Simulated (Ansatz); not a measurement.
Runs of Ansatz 0.2.0 on Sb. It takes space group Pm-3m (No. 221, cubic). The conventional cell has a = 3.160 Å, b = 3.160 Å, c = 3.160 Å, α = 90.00°, β = 90.00°, γ = 90.00°. Around Sb (site symmetry m-3m) lie 6 Sb at 3.16 Å. This isn't the form of Sb at room conditions, which is rhombohedral.

```csv
task,level,cutoff (eV),points for each segment of the path,gap on the mesh (eV),pressure (GPa)
band structure,HSE06,420,4,none,(a)
band structure,PBEsol,420,14,none,-4.8
band structure,LDA,420,14,none,-5.8
single point,PBE0,420,-,none,-4.5
band structure,r2SCAN,500,14,none,(b)
single point,r2SCAN0,500,-,none,-4.9
```

Alike in all rows: potentials or basis Ansatz PAW; no spin polarisation; cell as given; k mesh 5 × 5 × 5; smearing fermi-dirac 0.05 eV; the mesh is coarse, so values aren't converged.

Estimate the missing entries.

(a) -4.4; (b) -3.5.

Caveats: all runs use coarse meshes; the PAW data sets come from PBE, with cores solved anew for the run's functional, which leaves a small shift of forces and pressure; spin-orbit coupling is left out, which moves the levels of the heavy elements (some runs); the thresholds are loose for stress (some runs).

A k mesh can miss the band edges, and the runs leave out spin-orbit coupling on Sb.

A gap of «none» marks a metal or a gap under the smearing width.
